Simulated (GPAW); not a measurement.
# Ag (Fm-3m) in GPAW: notebook, part 2 of 2

GPAW 26.7.0. The steps go on from the part before.

## (4) Single point, r2SCAN (volume scaled by 0.8)

Contents of Ag.cif:

```cif
data_Ag
_cell_length_a 2.68180304
_cell_length_b 2.68180304
_cell_length_c 2.68180304
_cell_angle_alpha 60.00000000
_cell_angle_beta 60.00000000
_cell_angle_gamma 60.00000000
_space_group_name_H-M_alt 'P1'
_space_group_name_Hall 'P 1'
_space_group_IT_number 1
loop_
_space_group_symop_operation_xyz
'x,y,z'
loop_
_atom_site_label
_atom_site_type_symbol
_atom_site_symmetry_multiplicity
_atom_site_Wyckoff_symbol
_atom_site_fract_x
_atom_site_fract_y
_atom_site_fract_z
_atom_site_occupancy
Ag1 Ag 1 a 0.0000000000 0.0000000000 0.0000000000 1
```

Potentials or basis: GPAW PAW data sets (gpaw-data 1.2.1), pw.

Launch:

```sh
$ OMP_NUM_THREADS=1 gpaw run Ag.cif -p 'mode=PW(600),xc=MGGA_X_R2SCAN+MGGA_C_R2SCAN,kpts={size:(11,11,11),gamma:True},occupations={name:fermi-dirac,width:0.05},nbands=18,convergence={density:1e-05,energy:1e-05},symmetry=off,maxiter=80,txt=gpaw.txt' --properties efs -w gs.gpw
```

The program printed:

```text
__  _  _
 | _ |_)|_||  |
 |__||  | ||/\| - 26.7.0

Input parameters:
  mode=PW(ecut=600.0),
  convergence={'density': 1e-05, 'energy': 1e-05},
  kpts=MonkhorstPack(size=[11, 11, 11], gamma=True),
  maxiter=80,
  nbands=18,
  occupations=Occupations(name='fermi-dirac', width=0.05),
  symmetry=Symmetry(point_group=False, time_reversal=False),
  xc=XC(name='MGGA_X_R2SCAN+MGGA_C_R2SCAN')

Diagonalizing LCAO Hamiltonian
Converting LCAO to pw mode

       Ag

Atoms  # Å, Bohr magnetons
|   | symbol |        x |        y |        z |    initial magnetic moments |
|---|--------|----------|----------|----------|-----------------------------|
| 0 |     Ag | 0.000000 | 0.000000 | 0.000000 | ( 0.0000,  0.0000,  0.0000) |

Unit cell  # Å
| periodic |        x |        y |        z |  lengths |    angles |
|----------|----------|----------|----------|----------|-----------|
|      yes | 2.681803 | 0.000000 | 0.000000 | 2.681803 | 60.000000 |
|      yes | 1.340902 | 2.322510 | 0.000000 | 2.681803 | 60.000000 |
|      yes | 1.340902 | 0.774170 | 2.189683 | 2.681803 | 60.000000 |

Number of symmetries: 1
Symmetry operations  # r_c * U_cc + t_c -> r_c
|   | kind |            matrix            |
|---|------|------------------------------|
| 0 |  E   |  1, 0, 0,  0, 1, 0,  0, 0, 1 |

BZ-sampling:
  Number of BZ points: 1331
  Number of IBZ points: 1331

  Monkhorst-Pack size: [11, 11, 11]
  Monkhorst-Pack shift: [0, 0, 0]

K-points  # in reciprocal-cell coordinates
|      |                                coordinates |     weight |
|------|--------------------------------------------|------------|
|    0 | ( -0.45454545,  -0.45454545,  -0.45454545) | 0.00075131 |
|    1 | ( -0.45454545,  -0.45454545,  -0.36363636) | 0.00075131 |
|    2 | ( -0.45454545,  -0.45454545,  -0.27272727) | 0.00075131 |
|    3 | ( -0.45454545,  -0.45454545,  -0.18181818) | 0.00075131 |
|    4 | ( -0.45454545,  -0.45454545,  -0.09090909) | 0.00075131 |
|    5 | ( -0.45454545,  -0.45454545,   0.00000000) | 0.00075131 |
|    6 | ( -0.45454545,  -0.45454545,   0.09090909) | 0.00075131 |
|    7 | ( -0.45454545,  -0.45454545,   0.18181818) | 0.00075131 |
|    8 | ( -0.45454545,  -0.45454545,   0.27272727) | 0.00075131 |
|    9 | ( -0.45454545,  -0.45454545,   0.36363636) | 0.00075131 |
|  ... |                                            |            |
| 1330 | (  0.45454545,   0.45454545,   0.45454545) | 0.00075131 |

Plane wave coefficients: 470
Cutoff: 600.0 eV

Spin-components: 1 (collinear spins)
Bands:           18
Projectors:      6
Spin-degeneracy: 2
Datatype:        complex128

Density:
  Valence electrons: 17.0
  Components: 1
  Grid points: [16 16 16]
  Charge: 0.0  # |e|

Potential:
  Grid points: [16 16 16]

species:
  Ag:
    name:    Silver
    Z:       47.0
    valence: 17
    core:    30
    charge:  0.0  # [|e|]
    compensation charges:
      type: gauss
      rc: 0.40  # [Å]
      lmax: 2
    cutoffs:
      filter: 2.35  # [Å]
      core: 2.19  # [Å]
    projectors
    | kind |    occ | energy [eV] | rcut [Å] |
    |------|--------|-------------|----------|
    |   5s |  1.000 |      -4.401 |    1.286 |
    |   4p |  6.000 |     -58.577 |    1.328 |
    |   5p |  0.000 |      -0.738 |    1.328 |
    |   4d | 10.000 |      -7.446 |    1.180 |
    |    s |        |      22.811 |    1.286 |
    |    d |        |      19.766 |    1.180 |

    Using partial waves for Ag as LCAO basis

Reference energy: -144597.826354  # eV

eigensolver:
  PPCG
  Converge bands: occupied
  niter=2

density mixing:
  MSR1-Mixer
  Pratt-step length: 0.05
  Maximum mixing coefficient: 0.75
  Old densities: 10
  SVD Regularization: 0.005
  Good broyden scale: 1.0
  Trust region scale: 1.0
  Backstep threshold: 4.0
  History deletion threshold: 6.0
  Fourier metric: weight=20.0, sigma=0.015

occupation numbers:
  Fermi-Dirac:
    width: 0.0500  # eV

poisson solver:
  ecut: 4800.0  # eV

xc functional:
  name: MGGA_X_R2SCAN+MGGA_C_R2SCAN with 2 nearest neighbor stencil

convergence criteria:
- Maximum integral of absolute [dens]ity change: 1e-05 electrons / valence electron
- Maximum [total energy] change in last 3 cyles: 1e-05 eV / valence electron
- Maximum integral of absolute [eigenst]ate change: 4e-08 eV^2 / valence electron
maximum number of iterations: 80

SCF iterations
|iter     | |      energy | eigst |  dens |
|---------|-|-------------|-------|-------|
|iter:   1| |  -20.192669 | -0.29 |       |
|iter:   2| |  -16.088512 | -1.72 | -1.29 |
|iter:   3| |  -16.045249 | -3.87 | -1.47 |
|iter:   4| |  -16.004764 | -3.75 | -1.59 |
|iter:   5| |  -16.002422 | -3.67 | -1.89 |
|iter:   6| |  -16.005319 | -3.82 | -2.40 |
|iter:   7| |  -16.004939 | -5.06 | -2.70 |
|iter:   8| |  -16.004815 | -6.34 | -3.01 |
|iter:   9| |  -16.004819c| -7.27 | -3.83 |
|iter:  10| |  -16.004819c| -8.16c| -4.35 |
|iter:  11| |  -16.004819c| -8.17c| -5.21c|

Converged in 11 steps
Energy contributions relative to reference atoms: (reference = -144597.826354)

Energy contributions:
  Kinetic:          18.833101
  Coulomb:         -16.537329
  Zero:              0.115764
  External:          0.000000
  Xc:              -18.415803
  Entropy:          -0.001104
  Spinorbit:         0.000000
  ----------------------------
  Free energy:     -16.005371
  Extrapolated:    -16.004819

dipole moment: (-16.779806, -9.687825, -6.850327)  # |e|*Ang

Fermi level: 11.939
Eigenvalues  # (at kpt = [-0.455, -0.455, -0.455])
| band index |      eig [eV] | occ [0-2] |
|------------|---------------|-----------|
|          0 |       -46.449 |     2.000 |
|          1 |       -46.110 |     2.000 |
|          2 |       -46.110 |     2.000 |
|          3 |         3.331 |     2.000 |
|          4 |         5.549 |     2.000 |
|          5 |         5.549 |     2.000 |
[... 10 lines left out ...]
|         16 |        52.389 |     0.000 |
|         17 |        52.389 |     0.000 |

No gap
No difference between direct/indirect transitions

Forces  # eV/Ang
|       x |       y |       z |
|---------|---------|---------|
| 0.00000 | 0.00000 | 0.00000 |  # Ag   0

Stress tensor  # eV/Ang^3
|         x |         y |         z |
|-----------|-----------|-----------|
| -0.308252 |  0.000001 |  0.000001 |
|  0.000001 | -0.308253 |  0.000000 |
|  0.000001 |  0.000000 | -0.308253 |

# Writing to gs.gpw (mode='')
```

Run time: 7.5 min. Hardware: 1 thread of Arm Neoverse V2, shared host; peak memory 0.5 GiB.

What came out:

- Free energy: -16.0054 eV
- Pressure: 49.4 GPa
- Band gap on the k mesh: none (metal or under the smearing width)

Caveat: the PAW data sets were made with another functional, which shifts forces and pressure a little.

## (5) Overview

| task | level | potentials or basis | U | cell | k mesh | cutoff (eV) | smearing | maxiter | data set | U projector left unscaled | convergence | optimizer | other keys | gap on the mesh (eV) | pressure (GPa) |
| --- | --- | --- | --- | --- | --- | --- | --- | --- | --- | --- | --- | --- | --- | --- | --- |
| single point | PBE | GPAW PAW data sets (gpaw-data 1.2.1), other valence, pw | - | as given | 9 × 9 × 9 | 500 | fermi-dirac 0.01 eV | 150 | Ag 11 | - | - | - | - | none | 5.3 |
| relaxation of cell and atoms | rSCAN+U | GPAW PAW data sets (gpaw-data 1.2.1), pw | Ag d U = 8 eV | relaxed from: volume scaled by 1.08 | 9 × 9 × 9 | 600 | fermi-dirac 0.05 eV | 150 | - | no | density=1e-05 energy=1e-05 | LBFGS | - | none | 0.0 |
| single point | r2SCAN | GPAW PAW data sets (gpaw-data 1.2.1), pw | - | volume scaled by 0.8 | 11 × 11 × 11 | 600 | fermi-dirac 0.05 eV | 80 | - | - | - | - | several, not listed | none | 49.4 |

Alike in all rows: no spin polarisation.

Caveats: the PAW data sets were made with another functional, which shifts forces and pressure a little (some runs); the cutoff is short for stress and forces, so pressures can be off by a GPa or more (some runs); later steps reuse the first step's grids (some runs); U without spin polarisation on a metal has little footing (some runs); the U is typed as a test and isn't derived for this compound (some runs).

Total energies depend on the potentials used, so only differences within one code and one set of settings carry meaning.
